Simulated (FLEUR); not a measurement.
TiO2: band structure with r2SCAN

**What was measured.**

From “Shallow Valence Band of Rutile GeO2 and P-type Doping”, 2020, arxiv:2011.08928, for a bulk crystal of TiO2 at 1.6 K: band gap 3.03 eV (direct).

Crystal: TiO2.

```
Ti O
1.0
     4.59984    0.00000    0.00000
     0.00000    4.59984    0.00000
     0.00000    0.00000    2.95921
Ti O
2 4
Direct
  0.00000 0.00000 0.50000
  0.50000 0.50000 0.00000
  0.30432 0.30432 0.50000
  0.19568 0.80432 0.00000
  0.80432 0.19568 0.00000
  0.69568 0.69568 0.50000
```

The cell is a database's computed one.

| Quantity | Value |
| --- | --- |
| Program | FLEUR MaX-R8.1 (later development tree) |
| Task | band structure |
| Functional | r2SCAN |
| Potentials or basis | all-electron |
| Basis | FLAPW |
| Kmax | 5.05 1/bohr |
| k mesh | 6 × 6 × 9 |
| Occupations | fermi-dirac, width 0.05 eV |
| Spin | no spin polarisation |
| Gmax | 15.7 1/bohr |
| Muffin-tin radii | Ti 1.94, O 1.48 bohr |
| lmax | Ti 8, O 8 |
| lnonsphr | Ti 8, O 8 |
| Local orbitals a species | Ti 5, O 3 |
| Max iterations | 80 |
| Mixing factor | 0.05 |
| Mixer | Anderson |
| Mixer history | 30 |
| Density convergence | 0.0001 me/bohr^3 |

```json
{"Band gap on the k mesh": "2.21 eV, direct", "Band gap along the path": "2.21 eV, direct", "Valence electrons inside the program's atomic spheres": "Ti 9.20; O 4.85 (radii Ti 1.94, O 1.48 bohr)"}
```

Levels at the corners of the path, in eV from the valence-band top:
```tsv
point	band 22	band 23	band 24	band 25	band 26	band 27
Γ	-0.47	-0.47	0.00	2.21	2.53	2.75
X	-1.67	-0.77	-0.77	2.89	2.89	3.38
M	-1.35	-1.10	-1.10	2.25	2.25	2.88
Γ	-0.47	-0.47	0.00	2.21	2.53	2.75
Z	-2.39	-1.46	-1.46	3.31	3.31	3.55
R	-2.06	-1.08	-1.08	2.27	2.27	3.58
A	-1.32	-0.69	-0.69	2.94	2.94	3.56
Z	-2.39	-1.46	-1.46	3.31	3.31	3.55
X	-1.67	-0.77	-0.77	2.89	2.89	3.38
R	-2.06	-1.08	-1.08	2.27	2.27	3.58
M	-1.35	-1.10	-1.10	2.25	2.25	2.88
A	-1.32	-0.69	-0.69	2.94	2.94	3.56
```

Core levels (eV from the Fermi level):
| atom | levels |
| --- | --- |
| 1 Ti | 1s1/2 -4863.5, 2s1/2 -532.3, 2p1/2 -443.2, 2p3/2 -437.4 |
| 2 Ti | 1s1/2 -4863.5, 2s1/2 -532.3, 2p1/2 -443.2, 2p3/2 -437.4 |
| 3 O | 1s1/2 -504.2 |
| 4 O | 1s1/2 -504.2 |
| 5 O | 1s1/2 -504.2 |
| 6 O | 1s1/2 -504.2 |

Wall time 2.4 min on 4 MPI ranks on Arm Neoverse V1, with other jobs on the host.

Against the measured gap of TiO2, 3.03 eV (direct; 1.6 K; quoted in “Shallow Valence Band of Rutile GeO2 and P-type Doping”, 2020, arxiv:2011.08928), the calculated 2.21 eV is off by -0.82 eV. 2 values of this kind are on record in papers (3.03 to 3.05 eV); this one was drawn at random among those near their median. The value is that of r2SCAN, without temperature or zero-point motion. The cell is a database's relaxed one, not the measured one, which moves gaps too.

Caveat: the meta-GGA is that of a development version, with a GGA for the radial functions and cores and without core tails.
